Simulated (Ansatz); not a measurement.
Entries from a set of simulations; values are calculated unless marked as measured.

```cif
data_cds
_symmetry_space_group_name_H-M 'P6_3mc'
_symmetry_Int_Tables_number 186
_cell_length_a 4.1370
_cell_length_b 4.1370
_cell_length_c 6.7144
_cell_angle_alpha 90.000
_cell_angle_beta 90.000
_cell_angle_gamma 120.000
_cell_volume 99.52
loop_
_atom_site_label
_atom_site_type_symbol
_atom_site_symmetry_multiplicity
_atom_site_Wyckoff_symbol
_atom_site_fract_x
_atom_site_fract_y
_atom_site_fract_z
_atom_site_occupancy
Cd1 Cd 2 b 0.66667 0.33333 0.00000 1
S1 S 2 b 0.66667 0.33333 0.37500 1
_calc_subject 'CdS (Greenockite): band gap by G0W0 on HSE06'
_calc_method 'G0W0 on HSE06, plane waves, PAW (and 1 further level or step)'
_calc_program 'Ansatz 0.2.0'
_calc_settings_of_one_run 'cutoff 420 eV, 6×6×2 k-mesh, default PAW, empty bands 297, screening cutoff 120 eV, screening contour deformation, QP bands (v2, c2)'
_calc_cost '2 runs, 76 s in all on 1 × NVIDIA H100 80GB HBM3 (shared by 6 runs) with 3 threads of AMD EPYC 7R13 (Zen 3), shared host (the runs of this entry)'
_calc_notes 'In doubt: masses and optical values from hybrid runs of this build are listed as unsure (in some of the runs), which bears on the screening that GW takes from such a start. The cell and positions come from the Crystallography Open Database and are kept as given unless a step says otherwise. Limits: no spin-orbit coupling. The differences hold parts that these runs do not separate: finite bands, cutoffs and mesh, points of the zone that were not corrected, the start of G0W0, spin-orbit coupling missing from it, static nuclei, no electron-hole attraction, and what each experiment reads as the gap. How much each gives is not known from the steps shown.'
_calc_hse06_gap_over_mesh_and_listed_points '2.245 eV, direct, at k = Γ'
_calc_g0w0_hse06_gap_over_9_of_14_irreducible_mesh_points '2.566 eV, direct, at k = Γ'
_calc_gw_settings '6×6×2 mesh, 297 empty bands, screening to 120 eV'
_calc_known_limits 'finite bands, screening cutoff and k mesh; no spin-orbit coupling in G0W0; d shells not analysed'
```

[Paths, hosts, dates, memory and timing lines, banners, echoed tables and standing remarks are left out of the program output.]

[Logs are printed without paths, hosts, clocks, repeated set-up lines and the standing remarks that a program may print on its own settings, such as how far it seeks lower states.]

[Runs of the session that timed out or met a known fault of the program may be left out.]

[Cells called generated may have been cut or substituted from an entry of the Crystallography Open Database or the Materials Project.]

[Hosts, paths, dates, database ids (printed as entryN), source tags and the programs' standing remarks are cut or masked in the printed files.]
